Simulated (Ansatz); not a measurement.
# Σ3 (112) boundary in fcc Rh with H (interstitial): structure and resistance

How much does the Σ3 (112) boundary in fcc Rh with H (interstitial) reflect electrons?

Main program and level: Ansatz 0.2.0; Ansatz plane-wave DFT, PBE, PAW files; relaxation of a bicrystal slab with its lowest layers held; PAW set soft_1, in the first sound run; inputs show where later runs differ.

### Step 1. Set-up

The cell holds 25 atoms: 24 Rh and 1 H. Its edges and angles: a = 2.689 Å, b = 6.587 Å, c = 29.631 Å, α = 90.0°, β = 90.0°, γ = 90.0°. It derives from Rh. built on the (1 1 2) plane; 2 overlapping atoms removed and the grains opened by 0 Å. Vacuum lies along c.

### Step 2. Relaxing the bicrystal

The boundary is built by mirroring the lower grain in the boundary plane and removing any atoms that overlap; then the H is put in at the boundary. A thin bicrystal slab is relaxed first, with the lowest layers held and the upper grain free to shift and open.

Contents of input.yaml:

```yaml
crystal:
  lattice:
    - [2.6891977995, 0.0, 0.0]
    - [0.0, 6.5871624263, 0.0]
    - [0.0, 0.0, 29.6313088808]
  atoms:
    - { symbol: Rh, position: [0.9999999998, 0.3333333334, 0.1687404367] }
    - { symbol: Rh, position: [0.4999999998, 0.0, 0.19493923] }
    - { symbol: Rh, position: [0.9999999999, 0.6666666667, 0.2211380233] }
    - { symbol: Rh, position: [0.4999999999, 0.3333333334, 0.2473368166] }
    - { symbol: Rh, position: [0.9999999999, 0.0, 0.2735356099] }
    - { symbol: Rh, position: [0.4999999999, 0.6666666667, 0.2997344032] }
    - { symbol: Rh, position: [0.9999999999, 0.3333333334, 0.3259331965] }
    - { symbol: Rh, position: [0.4999999999, 0.0, 0.3521319898] }
    - { symbol: Rh, position: [1.0, 0.6666666667, 0.3783307831] }
    - { symbol: Rh, position: [0.5, 0.3333333333, 0.4045295764] }
    - { symbol: Rh, position: [0.0, 0.0, 0.4307283697] }
    - { symbol: H, position: [0.5, 0.75, 0.4307283697] }
    - { symbol: Rh, position: [1.0, 0.6666666667, 0.4831259563] }
    - { symbol: Rh, position: [0.4999999999, 0.0, 0.5093247496] }
    - { symbol: Rh, position: [0.9999999999, 0.3333333334, 0.5355235429] }
    - { symbol: Rh, position: [0.4999999999, 0.6666666667, 0.5617223362] }
    - { symbol: Rh, position: [0.9999999999, 0.0, 0.5879211295] }
    - { symbol: Rh, position: [0.4999999999, 0.3333333334, 0.6141199229] }
    - { symbol: Rh, position: [0.9999999999, 0.6666666667, 0.6403187162] }
    - { symbol: Rh, position: [0.4999999998, 0.0, 0.6665175095] }
    - { symbol: Rh, position: [0.9999999998, 0.3333333334, 0.6927163028] }
    - { symbol: Rh, position: [0.4999999998, 0.6666666667, 0.7189150961] }
    - { symbol: Rh, position: [0.9999999998, 1.0e-10, 0.7451138894] }
    - { symbol: Rh, position: [0.4999999998, 0.3333333334, 0.7713126827] }
    - { symbol: Rh, position: [0.9999999997, 0.6666666667, 0.797511476] }
kpoints:
  mp_grid: { grid: [9, 4, 1] }
hamiltonian:
  xc: pbe
  pseudopotentials: { kind: paw, azcp: { folder: soft_1 } }
scf:
  occupations: { method: fermi_dirac, width: 0.1 }
relax:
  f_tol: 0.03
  max_steps: 80
  constraints: [{ sites: [0, 1, 2, 3] }]
```

Started as:

```bash
$ ansatz run input.yaml --threads 4 --pin off --max-ram 15360MiB --backend cpu --events-out ev --progress --plain --runs-dir out
```

Numbers of over 12 decimals in the logs are rounded to 6 here.

Output:

```text
Engine: ansatz 0.2.0, aarch64-unknown-linux-gnu
Pseudopotentials: kind: paw
Pseudopotential: Rh, paw, valence charge 17, recommended cutoff 420 eV (normal), soft_1/Rh.paw.azcp
Pseudopotential: H, paw, valence charge 1, recommended cutoff 420 eV (normal), soft_1/H.paw.azcp
Functional definition: PBE
  parameter kappa = 0.804
  parameter beta = 0.066725
  exchange = pbe_x(kappa = kappa, mu = beta*pi^2/3)
  correlation = pbe_c(beta = beta)
Crystal: 25 atoms, lattice volume = 524.894 Å³
Basis set: ecut = 420 eV, 10321 PW (Γ), exchange–correlation on 36×90×400 points (8 copies of the dense FFT grid, shifted against one another)
Bands: 246, of which v1, the nominal top of the filled ones, is band 205 counted from 1 (204 counted from 0)
Symmetry: 2 space group operations
Space group: Pm (ITA 6), of the structure as read, at distance tolerance 8.1e-5 Å
k-points: 15 of 36 (time reversal used)
Non-local potential: Rh, projectors of the file, l = 0: 3, l = 1: 2, l = 2: 2, l = 3: 1
Non-local potential: H, projectors of the file, l = 0: 2, l = 1: 1
PAW form: soft (Blöchl's): semilocal exchange-correlation on the pseudo side does not see the compensation charge
PAW one-centre angular grid: Rh, 590 points (default); XC on 64 Gauss nodes
PAW one-centre angular grid: H, 110 points (default); XC on 64 Gauss nodes
Initial density: superposition of atomic densities (neutral atoms: chi_scale 0, normalization atom)
Initial wavefunctions: pseudopotential atomic-orbital guess
Functional: x = pbe(κ = 0.804, μ = 0.219515), c = pbe(β = 0.066725)
SCF iter   1: F=—  HF=-153690.309863 eV  |F-HF|=—  |Δ(HF+E_count)|=         —  Δρ=8.25e-2  dr2=4.76e1  ethr=3.10e-3  ⟨swp⟩=6.0  Hψ=12563  notcnv=0  defer=73
preconditioner: auto → LDOS  [metal: Δε(μ)=0.009 eV  Ē_g=5.796 eV  σ=0.100 eV  W_gap=0.02  n_scr=154 (ndim 8)  ℏωp=23.9 eV  f_vac=0.307  D(μ)=34.74/eV (n_scr^D=396)  β→1.0]
SCF iter   2: F=—  HF=-153695.999950 eV  |F-HF|=—  |Δ(HF+E_count)|=    5.69e0  Δρ=1.02e-1  dr2=5.48e1  ethr=3.10e-3  ⟨swp⟩=3.0  Hψ=9873  notcnv=0  defer=132
SCF iter   3: F=—  HF=-153679.921699 eV  |F-HF|=—  |Δ(HF+E_count)|=    1.61e1  Δρ=1.68e-2  dr2=1.18e0  ethr=3.10e-3  ⟨swp⟩=2.0  Hψ=7706  notcnv=0  defer=176
SCF iter   4: F=—  HF=-153679.555340 eV  |F-HF|=—  |Δ(HF+E_count)|=   3.66e-1  Δρ=3.24e-3  dr2=1.18e-1  ethr=2.87e-4  ⟨swp⟩=3.4  Hψ=9456  notcnv=0  defer=163
SCF iter   5: F=—  HF=-153679.536218 eV  |F-HF|=—  |Δ(HF+E_count)|=   1.91e-2  Δρ=1.16e-3  dr2=1.56e-2  ethr=2.88e-5  ⟨swp⟩=2.2  Hψ=5687  notcnv=0  defer=151
SCF iter   6: F=—  HF=-153679.534148 eV  |F-HF|=—  |Δ(HF+E_count)|=   2.07e-3  Δρ=4.15e-4  dr2=2.59e-3  ethr=3.82e-6  ⟨swp⟩=2.5  Hψ=6683  notcnv=0  defer=151
SCF iter   7: F=—  HF=-153679.533931 eV  |F-HF|=—  |Δ(HF+E_count)|=   2.17e-4  Δρ=2.26e-4  dr2=3.60e-4  ethr=6.34e-7  ⟨swp⟩=2.5  Hψ=5429  notcnv=0  defer=151
SCF iter   8: F=—  HF=-153679.533876 eV  |F-HF|=—  |Δ(HF+E_count)|=   5.52e-5  Δρ=7.82e-5  dr2=6.67e-5  ethr=8.80e-8  ⟨swp⟩=2.3  Hψ=5833  notcnv=0  defer=151
SCF iter   9: F=-153679.533876 eV  HF=-153679.533884 eV  |F-HF|=8.15e-6  |Δ(HF+E_count)|=   8.57e-6  Δρ=3.17e-5  dr2=1.04e-5  ethr=5.50e-9  ⟨swp⟩=4.6  Hψ=12240  notcnv=0
SCF 1 converged in 9 iterations: F = -153679.533876 eV  dr2 = 1.04e-5
  greatest PAW one-centre occupation: 1.000 electrons in one spin orbital (limit 2), on the Rh atom at site 15 (counted from 0), in its partial waves of l = 0
relax step   1: F+E_penalty+E_count = -153679.53387626 eV  Δ(F+E_penalty+E_count) = +0.000e0 eV  max|allowed force component| = 8.273e-1 eV/Å  Δτ_max = 0.0000 Å  (9 SCF iters, dr2 threshold 2.25e-5 eV, accepted)
Initial density: handed on by an earlier stage of this run
Initial wavefunctions: those handed on with the density
iter 1 solved again at ethr=1.25e-3 eV; its pass at ethr=3.10e-3 eV (dr2=5.12e0 eV) is discarded
SCF iter   1: F=—  HF=-153679.999616 eV  |F-HF|=—  |Δ(HF+E_count)|=         —  Δρ=1.22e-2  dr2=5.14e0  ethr=1.25e-3  ⟨swp⟩=1.1  Hψ=12079  notcnv=0  defer=144
preconditioner: auto → LDOS  [metal: Δε(μ)=0.006 eV  Ē_g=5.599 eV  σ=0.100 eV  W_gap=0.01  n_scr=154 (ndim 8)  ℏωp=23.9 eV  f_vac=0.310  D(μ)=38.12/eV (n_scr^D=430)  β→1.0]
SCF iter   2: F=—  HF=-153679.937366 eV  |F-HF|=—  |Δ(HF+E_count)|=   6.22e-2  Δρ=4.51e-3  dr2=1.21e-1  ethr=1.25e-3  ⟨swp⟩=2.0  Hψ=3724  notcnv=0  defer=144
SCF iter   3: F=—  HF=-153679.919497 eV  |F-HF|=—  |Δ(HF+E_count)|=   1.79e-2  Δρ=2.63e-3  dr2=6.11e-2  ethr=2.95e-5  ⟨swp⟩=3.0  Hψ=8321  notcnv=0  defer=147
SCF iter   4: F=—  HF=-153679.906594 eV  |F-HF|=—  |Δ(HF+E_count)|=   1.29e-2  Δρ=5.06e-4  dr2=3.57e-3  ethr=1.49e-5  ⟨swp⟩=2.1  Hψ=5587  notcnv=0  defer=147
SCF iter   5: F=—  HF=-153679.904371 eV  |F-HF|=—  |Δ(HF+E_count)|=   2.22e-3  Δρ=1.86e-4  dr2=4.86e-4  ethr=8.74e-7  ⟨swp⟩=2.8  Hψ=6036  notcnv=0  defer=148
SCF iter   6: F=—  HF=-153679.904384 eV  |F-HF|=—  |Δ(HF+E_count)|=   1.31e-5  Δρ=6.59e-5  dr2=5.64e-5  ethr=1.19e-7  ⟨swp⟩=1.7  Hψ=4845  notcnv=0  defer=148
SCF iter   7: F=-153679.904386 eV  HF=-153679.904389 eV  |F-HF|=2.98e-6  |Δ(HF+E_count)|=   4.84e-6  Δρ=1.88e-5  dr2=4.16e-6  ethr=1.05e-8  ⟨swp⟩=4.0  Hψ=10213  notcnv=0
SCF 2 converged in 7 iterations: F = -153679.904386 eV  dr2 = 4.16e-6
  greatest PAW one-centre occupation: 1.000 electrons in one spin orbital (limit 2), on the Rh atom at site 21 (counted from 0), in its partial waves of l = 0
relax step   2: F+E_penalty+E_count = -153679.90438604 eV  Δ(F+E_penalty+E_count) = -3.705e-1 eV  max|allowed force component| = 3.819e-1 eV/Å  Δτ_max = 0.1946 Å  (7 SCF iters, dr2 threshold 4.28e-5 eV, accepted)
iter 1 solved again at ethr=1.91e-3 eV; its pass at ethr=3.10e-3 eV (dr2=7.82e0 eV) is discarded
SCF iter   1: F=—  HF=-153680.261222 eV  |F-HF|=—  |Δ(HF+E_count)|=         —  Δρ=1.51e-2  dr2=7.81e0  ethr=1.91e-3  ⟨swp⟩=1.1  Hψ=12376  notcnv=0  defer=129
preconditioner: auto → LDOS  [metal: Δε(μ)=0.018 eV  Ē_g=5.622 eV  σ=0.100 eV  W_gap=0.04  n_scr=154 (ndim 8)  ℏωp=23.9 eV  f_vac=0.313  D(μ)=37.65/eV (n_scr^D=424)  β→1.0]
SCF iter   2: F=—  HF=-153680.168043 eV  |F-HF|=—  |Δ(HF+E_count)|=   9.32e-2  Δρ=5.68e-3  dr2=2.11e-1  ethr=1.91e-3  ⟨swp⟩=2.0  Hψ=3797  notcnv=0  defer=130
SCF iter   3: F=—  HF=-153680.130349 eV  |F-HF|=—  |Δ(HF+E_count)|=   3.77e-2  Δρ=3.81e-3  dr2=1.25e-1  ethr=5.15e-5  ⟨swp⟩=3.0  Hψ=8667  notcnv=0  defer=140
SCF iter   4: F=—  HF=-153680.104617 eV  |F-HF|=—  |Δ(HF+E_count)|=   2.57e-2  Δρ=6.20e-4  dr2=4.19e-3  ethr=3.06e-5  ⟨swp⟩=2.1  Hψ=5514  notcnv=0  defer=140
SCF iter   5: F=—  HF=-153680.101997 eV  |F-HF|=—  |Δ(HF+E_count)|=   2.62e-3  Δρ=2.02e-4  dr2=5.42e-4  ethr=1.02e-6  ⟨swp⟩=3.0  Hψ=7071  notcnv=0  defer=151
SCF iter   6: F=—  HF=-153680.102039 eV  |F-HF|=—  |Δ(HF+E_count)|=   4.18e-5  Δρ=8.37e-5  dr2=8.78e-5  ethr=1.32e-7  ⟨swp⟩=1.4  Hψ=3859  notcnv=0  defer=151
SCF iter   7: F=-153680.102048 eV  HF=-153680.102050 eV  |F-HF|=2.45e-6  |Δ(HF+E_count)|=   1.12e-5  Δρ=2.09e-5  dr2=3.92e-6  ethr=2.23e-9  ⟨swp⟩=3.7  Hψ=14821  notcnv=0
SCF 3 converged in 7 iterations: F = -153680.102048 eV  dr2 = 3.92e-6
relax step   3: F+E_penalty+E_count = -153680.10204776 eV  Δ(F+E_penalty+E_count) = -1.977e-1 eV  max|allowed force component| = 5.044e-1 eV/Å  Δτ_max = 0.1932 Å  (7 SCF iters, dr2 threshold 9.12e-6 eV, accepted)
[... from here on, the SCF cycles and remarks between the steps are left out ...]
relax step   4: F+E_penalty+E_count = -153680.22040247 eV  Δ(F+E_penalty+E_count) = -1.184e-1 eV  max|allowed force component| = 3.668e-1 eV/Å  Δτ_max = 0.1902 Å  (7 SCF iters, dr2 threshold 5.42e-5 eV, accepted)
relax step   5: F+E_penalty+E_count = -153680.31630543 eV  Δ(F+E_penalty+E_count) = -9.590e-2 eV  max|allowed force component| = 1.662e-1 eV/Å  Δτ_max = 0.1948 Å  (7 SCF iters, dr2 threshold 7.11e-5 eV, accepted)
relax step   6: F+E_penalty+E_count = -153680.37443258 eV  Δ(F+E_penalty+E_count) = -5.813e-2 eV  max|allowed force component| = 1.918e-1 eV/Å  Δτ_max = 0.1935 Å  (7 SCF iters, dr2 threshold 5.67e-6 eV, accepted)
relax step   7: F+E_penalty+E_count = -153680.42210418 eV  Δ(F+E_penalty+E_count) = -4.767e-2 eV  max|allowed force component| = 1.175e-1 eV/Å  Δτ_max = 0.1936 Å  (7 SCF iters, dr2 threshold 7.55e-6 eV, accepted)
relax step   8: F+E_penalty+E_count = -153680.46681313 eV  Δ(F+E_penalty+E_count) = -4.471e-2 eV  max|allowed force component| = 9.407e-2 eV/Å  Δτ_max = 0.1945 Å  (8 SCF iters, dr2 threshold 5.18e-6 eV, accepted)
relax step   9: F+E_penalty+E_count = -153680.49727011 eV  Δ(F+E_penalty+E_count) = -3.046e-2 eV  max|allowed force component| = 1.105e-1 eV/Å  Δτ_max = 0.1957 Å  (8 SCF iters, dr2 threshold 3.32e-6 eV, accepted)
relax step  10: F+E_penalty+E_count = -153680.50462574 eV  Δ(F+E_penalty+E_count) = -7.356e-3 eV  max|allowed force component| = 5.717e-2 eV/Å  Δτ_max = 0.1566 Å  (7 SCF iters, dr2 threshold 7.83e-6 eV, accepted)
relax step  11: F+E_penalty+E_count = -153680.50579590 eV  Δ(F+E_penalty+E_count) = -1.170e-3 eV  max|allowed force component| = 4.201e-2 eV/Å  Δτ_max = 0.0230 Å  (8 SCF iters, accepted)
SCF iter   1: F=—  HF=-153680.509373 eV  |F-HF|=—  |Δ(HF+E_count)|=         —  Δρ=1.25e-3  dr2=6.76e-3  ethr=1.68e-5  ⟨swp⟩=3.5  Hψ=7088  notcnv=0  defer=165
preconditioner: auto → LDOS  [metal: Δε(μ)=0.007 eV  Ē_g=5.698 eV  σ=0.100 eV  W_gap=0.02  n_scr=154 (ndim 8)  ℏωp=23.9 eV  f_vac=0.322  D(μ)=36.93/eV (n_scr^D=408)  β→1.0]
SCF iter   2: F=—  HF=-153680.508563 eV  |F-HF|=—  |Δ(HF+E_count)|=   8.10e-4  Δρ=4.81e-4  dr2=1.09e-3  ethr=1.65e-6  ⟨swp⟩=3.0  Hψ=7913  notcnv=0  defer=165
SCF iter   3: F=—  HF=-153680.508200 eV  |F-HF|=—  |Δ(HF+E_count)|=   3.63e-4  Δρ=1.46e-4  dr2=1.26e-4  ethr=2.67e-7  ⟨swp⟩=2.4  Hψ=6708  notcnv=0  defer=165
SCF iter   4: F=—  HF=-153680.508144 eV  |F-HF|=—  |Δ(HF+E_count)|=   5.61e-5  Δρ=4.27e-5  dr2=1.91e-5  ethr=3.09e-8  ⟨swp⟩=3.4  Hψ=7646  notcnv=0  defer=165
SCF iter   5: F=—  HF=-153680.506286 eV  |F-HF|=—  |Δ(HF+E_count)|=   1.86e-3  Δρ=1.04e-5  dr2=1.46e-6  ethr=4.68e-9  ⟨swp⟩=2.2  Hψ=5331  notcnv=0  defer=165
SCF iter   6: F=—  HF=-153680.506286 eV  |F-HF|=—  |Δ(HF+E_count)|=   1.82e-7  Δρ=4.15e-6  dr2=2.13e-7  ethr=3.57e-10  ⟨swp⟩=2.1  Hψ=5236  notcnv=0  defer=165
SCF iter   7: F=-153680.506286 eV  HF=-153680.506286 eV  |F-HF|=2.19e-8  |Δ(HF+E_count)|=   5.79e-9  Δρ=1.29e-6  dr2=2.82e-8  ethr=2.44e-11  ⟨swp⟩=4.4  Hψ=11876  notcnv=0
SCF 12 converged in 7 iterations: F = -153680.506286 eV  dr2 = 2.82e-8
relax step  12: F+E_penalty+E_count = -153680.50628572 eV  Δ(F+E_penalty+E_count) = -4.898e-4 eV  max|allowed force component| = 1.583e-2 eV/Å  Δτ_max = 0.0167 Å  (7 SCF iters, accepted)
SCF converged after 7 iterations
Free energy (F): -153680.506286 eV
Harris-Foulkes:  -153680.506286 eV  (|F-HF|=2.19e-8)
Internal energy: -153679.276433 eV  (E = F + TS)
E sigma→0 (E₀):  -153679.891360 eV
Entropy (-TS):   -1.229852 eV (-49.194 meV/atom)
Fermi energy:    12.309251 eV
--- Per-component energies (eV) ---
  E_band       = -6074.681551
  E_kinetic    = 12895.322881
  E_local      = -555651.894772  (includes V_loc(G=0)·N_el)
  E_nonlocal   = 7168.154327
  E_hartree    = 271263.825372
  E_xc         = -4841.919111
  E_vxc        = -6075.139809  (∫ρ·V_xc dr)
  E_paw        = -86483.067587  (= ΣΔE_a)
  E_vpaw       = -6938.783879  (= ΣTr[D̂ρ^β])
  E_aug_tail   = 0.001251  (compensation charges beyond the density's cutoff)
  E_ewald      = 201970.301205
  E_smearing   = -1.229852  (= −TS)
  E_closure    = 0.000000  (closes the sum)
  Σ components = -153680.506286   (vs F -153680.506286, Δ=0.00e0)
--- Forces (eV/Å), atoms counted from 1 ---
  atom   1  Rh     0.00000000    -0.17786315     0.56374653
  atom   2  Rh     0.00000000     0.15181486     0.10264376
  atom   3  Rh    -0.00000000     0.07125590    -0.33798409
  atom   4  Rh    -0.00000000    -0.05208956    -0.33385121
  atom   5  Rh    -0.00000000     0.00274668    -0.00056159
  atom   6  Rh    -0.00000000     0.00537982    -0.00019013
  atom   7  Rh     0.00000000     0.00051101     0.00140158
  atom   8  Rh    -0.00000000     0.00013611     0.00451342
  atom   9  Rh     0.00000000    -0.00335559     0.01583072
  atom  10  Rh     0.00000000     0.00191816    -0.00008610
  atom  11  Rh     0.00000000     0.00455683     0.00158666
  atom  12  H      0.00000000    -0.00469353    -0.00378389
  atom  13  Rh     0.00000000     0.00069234    -0.01084124
  atom  14  Rh     0.00000000     0.00129774     0.00243391
  atom  15  Rh     0.00000000    -0.00086834    -0.00242070
  atom  16  Rh    -0.00000000     0.00043574    -0.00180855
  atom  17  Rh     0.00000000     0.00281049    -0.00122684
  atom  18  Rh     0.00000000    -0.00045937     0.00347475
  atom  19  Rh    -0.00000000    -0.00025568     0.00373424
  atom  20  Rh    -0.00000000     0.00139556     0.00008998
  atom  21  Rh     0.00000000    -0.00189981     0.00002517
  atom  22  Rh    -0.00000000    -0.00231148    -0.00029870
  atom  23  Rh    -0.00000000    -0.00249699    -0.00098219
  atom  24  Rh    -0.00000000     0.00153413    -0.00547872
  atom  25  Rh    -0.00000000    -0.00011359     0.00002476
  max |Σ_I F_I| component: 7.83e-5 eV/Å
--- Relaxed structure (12 steps of the walk, 12 accepted, 0 SCFs on fresh bases) ---
  F+E_penalty+E_count = -153680.50628572 eV   max|allowed force component| = 1.583e-2 eV/Å
  atoms:
    - { symbol: Rh, position: [1.0, 0.333333, 0.168740] }
    - { symbol: Rh, position: [0.5, 0.0, 0.194939] }
    - { symbol: Rh, position: [1.0, 0.6666666667, 0.221138] }
    - { symbol: Rh, position: [0.5, 0.333333, 0.247337] }
    - { symbol: Rh, position: [1.0, -0.00421295, 0.273481] }
    - { symbol: Rh, position: [0.5, 0.664899, 0.300100] }
    - { symbol: Rh, position: [1.0, 0.332800, 0.325366] }
    - { symbol: Rh, position: [0.5, -0.00145097, 0.352887] }
    - { symbol: Rh, position: [1.0, 0.666917, 0.381007] }
    - { symbol: Rh, position: [0.5, 0.323723, 0.404746] }
    - { symbol: Rh, position: [-2.022052152857743e-17, 0.00392122, 0.432350] }
    - { symbol: H, position: [0.5, 0.615548, 0.425546] }
    - { symbol: Rh, position: [1.0, 0.512324, 0.470269] }
    - { symbol: Rh, position: [0.5, -0.157784, 0.499275] }
    - { symbol: Rh, position: [1.0, 0.176116, 0.520183] }
    - { symbol: Rh, position: [0.5, 0.507652, 0.548652] }
    - { symbol: Rh, position: [1.0, -0.157349, 0.577425] }
    - { symbol: Rh, position: [0.5, 0.176790, 0.601142] }
    - { symbol: Rh, position: [1.0, 0.509310, 0.628893] }
    - { symbol: Rh, position: [0.5, -0.158113, 0.656188] }
    - { symbol: Rh, position: [1.0, 0.174183, 0.679893] }
    - { symbol: Rh, position: [0.5, 0.510668, 0.707281] }
    - { symbol: Rh, position: [1.0, -0.155020, 0.736625] }
    - { symbol: Rh, position: [0.5, 0.176271, 0.758278] }
    - { symbol: Rh, position: [1.0, 0.502852, 0.783471] }
```

Wall time 13 min (4 threads of Arm Neoverse V1, shared host); peak memory 3.1 GiB; 53 min of CPU time.

Step by step:

```
step  energy less that of the first step (eV)  largest force component (eV/Å)
   1                                   0.0000                          0.8273
   2                                  -0.3705                          0.3819
   3                                  -0.5682                          0.5044
   4                                  -0.6865                          0.3668
   5                                  -0.7824                          0.1662
   6                                  -0.8406                          0.1918
   7                                  -0.8882                          0.1175
   8                                  -0.9329                          0.0941
   9                                  -0.9634                          0.1105
  10                                  -0.9708                          0.0572
  11                                  -0.9719                          0.0420
  12                                  -0.9724                          0.0158
```

The run keeps the 2 symmetry operations that it works with, so distortions that break them were not tested.

The atoms that moved most (Å):

```
atom     dx      dy      dz  length
Rh25  0.000  -1.079  -0.416   1.156
Rh15  0.000  -1.036  -0.455   1.131
Rh16  0.000  -1.047  -0.387   1.117
Rh21  0.000  -1.048  -0.380   1.115
Rh24  0.000  -1.035  -0.386   1.104
Rh18  0.000  -1.031  -0.385   1.101
Rh19  0.000  -1.037  -0.339   1.090
Rh13  0.000  -1.017  -0.381   1.086
```

The relaxed structure:

```cif
data_structure
_symmetry_space_group_name_H-M 'P 1'
_symmetry_Int_Tables_number 1
_cell_length_a 2.6892
_cell_length_b 6.5872
_cell_length_c 29.6313
_cell_angle_alpha 90.000
_cell_angle_beta 90.000
_cell_angle_gamma 90.000
_cell_volume 524.89
loop_
_atom_site_label
_atom_site_type_symbol
_atom_site_fract_x
_atom_site_fract_y
_atom_site_fract_z
_atom_site_occupancy
Rh1 Rh 0.00000 0.33333 0.16874 1
Rh2 Rh 0.50000 0.00000 0.19494 1
Rh3 Rh 0.00000 0.66667 0.22114 1
Rh4 Rh 0.50000 0.33333 0.24734 1
Rh5 Rh 0.00000 0.99579 0.27348 1
Rh6 Rh 0.50000 0.66490 0.30010 1
Rh7 Rh 0.00000 0.33280 0.32537 1
Rh8 Rh 0.50000 0.99855 0.35289 1
Rh9 Rh 0.00000 0.66692 0.38101 1
Rh10 Rh 0.50000 0.32372 0.40475 1
Rh11 Rh 0.00000 0.00392 0.43235 1
H12 H 0.50000 0.61555 0.42555 1
Rh13 Rh 0.00000 0.51232 0.47027 1
Rh14 Rh 0.50000 0.84222 0.49927 1
Rh15 Rh 0.00000 0.17612 0.52018 1
Rh16 Rh 0.50000 0.50765 0.54865 1
Rh17 Rh 0.00000 0.84265 0.57742 1
Rh18 Rh 0.50000 0.17679 0.60114 1
Rh19 Rh 0.00000 0.50931 0.62889 1
Rh20 Rh 0.50000 0.84189 0.65619 1
Rh21 Rh 0.00000 0.17418 0.67989 1
Rh22 Rh 0.50000 0.51067 0.70728 1
Rh23 Rh 0.00000 0.84498 0.73663 1
Rh24 Rh 0.50000 0.17627 0.75828 1
Rh25 Rh 0.00000 0.50285 0.78347 1
```

Numbers from this step:

```yaml
free_energy: -153680.5063 eV
energy_at_zero_smearing: -153679.8914 eV
fermi_energy: 12.31 eV
```

The largest force component on a free atom ends at 0.016 eV/Å, under the tolerance of 0.03, after 12 steps.

[end of part 1 of 2]

[Logs are printed without paths, hosts, clocks, repeated set-up lines and the standing remarks that a program may print on its own settings, such as how far it seeks lower states.]

[Hosts, paths, dates, database ids (printed as entryN), source tags and the programs' standing remarks are cut or masked in the printed files.]
